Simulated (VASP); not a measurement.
A calculation with VASP 6.6.1 of Ba (ASE script, structure typed inline):

Contents of run.py:

```python
from ase import Atoms
from ase.calculators.vasp import Vasp
from ase.dft.bandgap import bandgap

atoms = Atoms(
    ['Ba'],
    cell=[[0.0, 3.2326650028, 3.2326650028], [3.2326650028, 0.0, 3.2326650028], [3.2326650028, 3.2326650028, 0.0]],
    scaled_positions=[[0.0, 0.0, 0.0]],
    pbc=True,
)
calc = Vasp(
    directory='calc',
    xc='rpbe',
    pp='PBE',
    setups='minimal',
    prec='Accurate',
    encut=500,
    ediff=1e-06,
    ismear=0,
    sigma=0.1,
    lreal=False,
    lasph=True,
    nelm=60,
    algo='Fast',
    isif=2,
    lwave=False,
    lcharg=False,
    kpts=[7, 7, 7],
    gamma=True,
    nbands=11,
)
atoms.calc = calc

print('energy (eV):', atoms.get_potential_energy())
print('free energy (eV):', atoms.get_potential_energy(force_consistent=True))
print('forces (eV/A):')
print(atoms.get_forces())
print('stress (eV/A^3, Voigt):', atoms.get_stress())
print('Fermi level (eV):', calc.get_fermi_level())
gap, top, bottom = bandgap(calc)
print('band gap (eV):', gap, 'from (spin, k, band)', top, 'to', bottom)
```

Potentials or basis: VASP PAW PBE potentials, release 64 (Ba_sv).

Run with:

```sh
$ python run.py
```

This isn't the form of Ba at room conditions, which is bcc.

**Question.** Write the same calculation in another form: native input, structure from a POSCAR.

**Answer.** As run:

The input INCAR:

```
PREC = Accurate
ENCUT = 500
EDIFF = 1E-6
ISMEAR = 0
SIGMA = 0.1
LREAL = F
LASPH = T
NELM = 80
ALGO = Normal
ISIF = 2
LWAVE = F
LCHARG = F
GGA = RP
```

The input KPOINTS:

```
Automatic mesh
0
Gamma
  7 7 7
```

File POSCAR:

```
Ba
1.0
    0.0000000000      3.2326650028      3.2326650028
    3.2326650028      0.0000000000      3.2326650028
    3.2326650028      3.2326650028      0.0000000000
Ba
1
Direct
    0.0000000000      0.0000000000      0.0000000000
```

Potentials or basis: VASP PAW PBE potentials, release 64 (Ba_sv).

Launch:

```sh
$ cat potpaw_PBE.64/Ba_sv/POTCAR > POTCAR
$ mpirun -np 1 vasp_std > vasp.out
```

Both were run:

|  | ASE script, structure typed inline | native input, structure from a POSCAR |
| --- | --- | --- |
| Pressure | 0.3 GPa | 0.3 GPa |
| Band gap on the k mesh | none (metal or under the smearing width) | none (metal or under the smearing width) |

Keys that steer only the numerical path or the files written may differ.

Caveat: the PAW data sets were made with another functional, which shifts forces and pressure a little.
